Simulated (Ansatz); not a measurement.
Time and memory for ZnS

```yaml
crystal:
  lattice:
    - [3.8077342448, 0.0, 0.0]
    - [-1.9038671224, 3.2975945868, 0.0]
    - [0.0, 0.0, 43.59854157]
  atoms:
    - { symbol: Zn, position: [0.0, 0.0, 0.14305987] }
    - { symbol: Zn, position: [0.3333333333, 0.6666666667, 0.64287399] }
    - { symbol: Zn, position: [0.3333333333, 0.6666666667, 0.21432741] }
    - { symbol: Zn, position: [0.6666666667, 0.3333333333, 0.0715385] }
    - { symbol: Zn, position: [0.0, 0.0, 0.85709671] }
    - { symbol: Zn, position: [0.0, 0.0, 0.57160866] }
    - { symbol: Zn, position: [0.3333333333, 0.6666666667, 0.78575242] }
    - { symbol: Zn, position: [0.3333333333, 0.6666666667, 0.35716699] }
    - { symbol: Zn, position: [0.3333333333, 0.6666666667, 2.295e-05] }
    - { symbol: Zn, position: [0.0, 0.0, 0.42846799] }
    - { symbol: Zn, position: [0.6666666667, 0.3333333333, 0.92849752] }
    - { symbol: Zn, position: [0.6666666667, 0.3333333333, 0.28569301] }
    - { symbol: Zn, position: [0.6666666667, 0.3333333333, 0.49992624] }
    - { symbol: Zn, position: [0.6666666667, 0.3333333333, 0.7142539] }
    - { symbol: S, position: [0.0, 0.0, 0.19654329] }
    - { symbol: S, position: [0.6666666667, 0.3333333333, 0.33928971] }
    - { symbol: S, position: [0.0, 0.0, 0.91061707] }
    - { symbol: S, position: [0.3333333333, 0.6666666667, 0.83924787] }
    - { symbol: S, position: [0.3333333333, 0.6666666667, 0.41064208] }
    - { symbol: S, position: [0.6666666667, 0.3333333333, 0.55359839] }
    - { symbol: S, position: [0.3333333333, 0.6666666667, 0.26778828] }
    - { symbol: S, position: [0.6666666667, 0.3333333333, 0.76785448] }
    - { symbol: S, position: [0.6666666667, 0.3333333333, 0.98202088] }
    - { symbol: S, position: [0.3333333333, 0.6666666667, 0.69633817] }
    - { symbol: S, position: [0.3333333333, 0.6666666667, 0.05364288] }
    - { symbol: S, position: [0.0, 0.0, 0.48195301] }
    - { symbol: S, position: [0.0, 0.0, 0.62507876] }
    - { symbol: S, position: [0.6666666667, 0.3333333333, 0.12509898] }
kpoints:
  mp_grid: { grid: [8, 8, 1] }
scf:
  occupations: { method: fermi_dirac, width: 0.02 }
hamiltonian:
  xc: pbe
  pseudopotentials: { kind: paw }
output:
  forces: true
  stress: true
  populations: true
  efg:
    quadrupole_moments_barn: { Zn: 0.122, S: -0.0694 }
    contact_densities: true
```

```sh
ansatz run input.yaml --threads 1 --pin off --max-ram 2560MiB --backend cpu --events-out ev --progress --plain --runs-dir out
```

It runs on 1 thread of Arm Neoverse V1 (aarch64; 8 cores open to the job, memory cap 2.5 GiB, no GPU), a shared host with a load of 0.4 a core.

(1) Estimate the wall time and the peak memory.

Results:

(1) About 2.9 min of wall time (2.9 min of CPU time) and 1.1 GiB. The run holds 252 valence electrons in 154 bands, about 10717 plane waves a k-point and 10 irreducible k-points, and took 8 SCF iterations. Times on a shared host vary by tens of per cent.
